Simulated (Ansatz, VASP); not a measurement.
Two plane-wave programs on AlN

```
Al N
1.0
     0.00000    2.01948    2.01948
     2.01948    0.00000    2.01948
     2.01948    2.01948    0.00000
Al N
1 1
Direct
  0.50000 0.50000 0.50000
  0.00000 0.00000 0.00000
```

Alike in both runs: task single point; functional PBE; k mesh 10 × 10 × 10; occupations gaussian, width 0.02 eV; no spin polarisation.

|  | VASP | Ansatz |
| --- | --- | --- |
| version | VASP 6.6.1 | Ansatz 0.2.0 |
| potentials or method | VASP PAW PBE potentials, release 64 (Al, N) | scalar-relativistic, plane waves, PAW |
| plane-wave cutoff (eV) | 520 | 420 |
| valence electrons in the cell | 8 | 8 |

VASP gave:

```
gap on the k mesh at the Fermi level (eV) : 4.64
least direct gap on the mesh (eV)         : 5.72
pressure (GPa)                            : 5.9
```

Task: What did Ansatz give for the same quantities?

Result: gap on the k mesh at the Fermi level (eV): 4.66; least direct gap on the mesh (eV): 5.71; pressure (GPa): 6.2.

A k mesh can miss the band edges.
